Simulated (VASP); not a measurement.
Write the native input for VASP 6.6.1 that does the following.

| Item | Value |
| --- | --- |
| Task | band structure |
| Functional | PBE |
| Potentials or basis | VASP PAW PBE potentials, release 64 (Ti_sv, O) |
| Cutoff | 520 eV |
| k mesh | 6 × 6 × 10 |
| Occupations | gaussian, width 0.03 eV |
| Spin | no spin polarisation |
| Further INCAR settings | ALGO = Fast; EDIFF = 1e-06; NBANDS = 33 |

The structure of TiO2 lies in POSCAR:

```
TiO2                                    
1.0
    4.6456457580      0.0000000000      0.0000000000
    0.0000000000      4.6456457580      0.0000000000
    0.0000000000      0.0000000000      2.9663923332
  Ti              O             
     2     4
Direct
     0.0000000000000000    0.0000000000000000    0.0000000000000000
     0.5000000000000000    0.5000000000000000    0.5000000000000000
     0.3049641040255651    0.3049641040255651    0.0000000000000000
     0.1950358959744349    0.8049641040255651    0.5000000000000000
     0.6950358959744349    0.6950358959744349    0.0000000000000000
     0.8049641040255651    0.1950358959744349    0.5000000000000000
```

The input as run:

INCAR

```
SYSTEM = TiO2
PREC = Accurate ; ENCUT = 520
EDIFF = 1E-6 ; ISMEAR = 0
SIGMA = 0.03 ; LREAL = .FALSE.
LASPH = .TRUE. ; NELM = 80
ALGO = Fast ; ISIF = 2
LWAVE = .FALSE. ; LCHARG = .FALSE.
LMAXMIX = 4 ; GGA = PE
NBANDS = 33 ; ICORELEVEL = 1
KPAR = 2
```

KPOINTS

```
Automatic mesh
0
G
  6 6 10
  0 0 0
```

KPOINTS_OPT

```
explicit points
96
Reciprocal
 0.0000000000  0.0000000000  0.0000000000 1
 0.0000000000  0.0555555556  0.0000000000 1
 0.0000000000  0.1111111111  0.0000000000 1
 0.0000000000  0.1666666667  0.0000000000 1
 0.0000000000  0.2222222222  0.0000000000 1
 0.0000000000  0.2777777778  0.0000000000 1
 0.0000000000  0.3333333333  0.0000000000 1
 0.0000000000  0.3888888889  0.0000000000 1
 0.0000000000  0.4444444444  0.0000000000 1
 0.0000000000  0.5000000000  0.0000000000 1
 0.0000000000  0.5000000000  0.0000000000 1
 0.0555555556  0.5000000000  0.0000000000 1
 0.1111111111  0.5000000000  0.0000000000 1
 0.1666666667  0.5000000000  0.0000000000 1
 0.2222222222  0.5000000000  0.0000000000 1
 0.2777777778  0.5000000000  0.0000000000 1
 0.3333333333  0.5000000000  0.0000000000 1
 0.3888888889  0.5000000000  0.0000000000 1
 0.4444444444  0.5000000000  0.0000000000 1
 0.5000000000  0.5000000000  0.0000000000 1
 0.5000000000  0.5000000000  0.0000000000 1
 0.4444444444  0.4444444444  0.0000000000 1
 0.3888888889  0.3888888889  0.0000000000 1
 0.3333333333  0.3333333333  0.0000000000 1
 0.2777777778  0.2777777778  0.0000000000 1
 0.2222222222  0.2222222222  0.0000000000 1
 0.1666666667  0.1666666667  0.0000000000 1
 0.1111111111  0.1111111111  0.0000000000 1
 0.0555555556  0.0555555556  0.0000000000 1
 0.0000000000  0.0000000000  0.0000000000 1
 0.0000000000  0.0000000000  0.0000000000 1
 0.0000000000  0.0000000000  0.0555555556 1
 0.0000000000  0.0000000000  0.1111111111 1
 0.0000000000  0.0000000000  0.1666666667 1
 0.0000000000  0.0000000000  0.2222222222 1
 0.0000000000  0.0000000000  0.2777777778 1
 0.0000000000  0.0000000000  0.3333333333 1
 0.0000000000  0.0000000000  0.3888888889 1
 0.0000000000  0.0000000000  0.4444444444 1
 0.0000000000  0.0000000000  0.5000000000 1
 0.0000000000  0.0000000000  0.5000000000 1
 0.0000000000  0.0555555556  0.5000000000 1
 0.0000000000  0.1111111111  0.5000000000 1
 0.0000000000  0.1666666667  0.5000000000 1
 0.0000000000  0.2222222222  0.5000000000 1
 0.0000000000  0.2777777778  0.5000000000 1
 0.0000000000  0.3333333333  0.5000000000 1
 0.0000000000  0.3888888889  0.5000000000 1
 0.0000000000  0.4444444444  0.5000000000 1
 0.0000000000  0.5000000000  0.5000000000 1
 0.0000000000  0.5000000000  0.5000000000 1
 0.0555555556  0.5000000000  0.5000000000 1
 0.1111111111  0.5000000000  0.5000000000 1
 0.1666666667  0.5000000000  0.5000000000 1
 0.2222222222  0.5000000000  0.5000000000 1
 0.2777777778  0.5000000000  0.5000000000 1
 0.3333333333  0.5000000000  0.5000000000 1
 0.3888888889  0.5000000000  0.5000000000 1
 0.4444444444  0.5000000000  0.5000000000 1
 0.5000000000  0.5000000000  0.5000000000 1
 0.5000000000  0.5000000000  0.5000000000 1
 0.4444444444  0.4444444444  0.5000000000 1
 0.3888888889  0.3888888889  0.5000000000 1
 0.3333333333  0.3333333333  0.5000000000 1
 0.2777777778  0.2777777778  0.5000000000 1
 0.2222222222  0.2222222222  0.5000000000 1
 0.1666666667  0.1666666667  0.5000000000 1
 0.1111111111  0.1111111111  0.5000000000 1
 0.0555555556  0.0555555556  0.5000000000 1
 0.0000000000  0.0000000000  0.5000000000 1
 0.0000000000  0.5000000000  0.0000000000 1
 0.0000000000  0.5000000000  0.0555555556 1
 0.0000000000  0.5000000000  0.1111111111 1
 0.0000000000  0.5000000000  0.1666666667 1
 0.0000000000  0.5000000000  0.2222222222 1
 0.0000000000  0.5000000000  0.2777777778 1
 0.0000000000  0.5000000000  0.3333333333 1
 0.0000000000  0.5000000000  0.3888888889 1
 0.0000000000  0.5000000000  0.4444444444 1
 0.0000000000  0.5000000000  0.5000000000 1
 0.5000000000  0.5000000000  0.0000000000 1
 0.5000000000  0.5000000000  0.0555555556 1
 0.5000000000  0.5000000000  0.1111111111 1
 0.5000000000  0.5000000000  0.1666666667 1
 0.5000000000  0.5000000000  0.2222222222 1
 0.5000000000  0.5000000000  0.2777777778 1
 0.5000000000  0.5000000000  0.3333333333 1
 0.5000000000  0.5000000000  0.3888888889 1
 0.5000000000  0.5000000000  0.4444444444 1
 0.5000000000  0.5000000000  0.5000000000 1
 0.0000000000  0.0000000000  0.0000000000 1
 0.5000000000  0.5000000000  0.5000000000 1
 0.5000000000  0.5000000000  0.0000000000 1
 0.0000000000  0.5000000000  0.5000000000 1
 0.0000000000  0.5000000000  0.0000000000 1
 0.0000000000  0.0000000000  0.5000000000 1
```

Potentials or basis: VASP PAW PBE potentials, release 64 (Ti_sv, O).

Run with:

```bash
$ cat potpaw_PBE.64/Ti_sv/POTCAR potpaw_PBE.64/O/POTCAR > POTCAR
$ mpirun -np 2 vasp_std > vasp.out
```

It gave:

| Item | Value |
| --- | --- |
| Pressure | 0.2 GPa |
| Band gap on the k mesh | 1.82 eV, direct |
| Band gap along the path | 1.82 eV, direct |

Wall time 2.1 min on 2 MPI ranks on Intel(R) Xeon(R) Platinum 8488C (Sapphire Rapids) (shared host), peak memory 0.28 GiB a rank.
